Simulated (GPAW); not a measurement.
Computed results, one entry a study.

A GW chain in GPAW: GaP (F-43m). Symmetry: F-43m, No. 216, cubic system. The conventional cell has a = 5.450 Å, b = 5.450 Å, c = 5.450 Å, α = 90.00°, β = 90.00°, γ = 90.00°. Nearest to Ga lie 4 P at 2.36 Å. Nearest to P lie 4 Ga at 2.36 Å. Farther neighbours are not listed. The calculation used DFT, LDA, plane waves, PAW (and 1 further level or step) in GPAW 26.7.0, with cutoff 450 eV, GPAW PAW setups 1.2.1 data release, 6×6×6 k-mesh, nbands 222 in one of its runs. The LDA gap is 1.46 eV, indirect. The G0W0 gap on the mesh is 2.20 eV. The G0W0 gap over the zone (rigid shift) is 2.15 eV. The GW settings are 6×6×6 mesh, 212 bands, screening to 175 eV, Godby-Needs plasmon pole and the known limits are not at the basis limit; no spin-orbit coupling. It took 4 runs, 6.2 min in all on 4 MPI ranks of Intel Xeon Platinum 8259CL at 2.50GHz (Skylake/Cascade Lake), shared host (the runs of this entry). G0W0 moves the gap on the mesh from 1.51 eV to 2.20 eV (+0.69 eV), with Z of 0.77 and 0.80 at the edges. The mesh misses the band edges by 0.05 eV in all; a rigid shift gives 2.15 eV for the zone. The cell and positions come from the Crystallography Open Database and are kept as given unless a step says otherwise. Limits: no spin-orbit coupling. Only 2 of the mesh's irreducible points were corrected, so a valley elsewhere could overtake. Bands and cutoff are finite, so the gap is not at the basis limit. The miss can reach some tenths of an eV and take either sign; the mesh is an error of its own.

```xyz
2
Lattice="0.0000 2.7252 2.7252 2.7252 0.0000 2.7252 2.7252 2.7252 0.0000" Properties=species:S:1:pos:R:3 pbc="T T T"
Ga    0.0000    0.0000    0.0000
P     1.3626    1.3626    1.3626
```

[Paths, hosts, dates, memory and timing lines, banners, echoed tables and standing remarks are left out of the program output.]

[Logs are printed without paths, hosts, clocks, repeated set-up lines and the standing remarks that a program may print on its own settings, such as how far it seeks lower states.]

[Runs of the session that timed out or met a known fault of the program may be left out.]

[Hosts, paths, dates, database ids (printed as entryN), source tags and the programs' standing remarks are cut or masked in the printed files.]
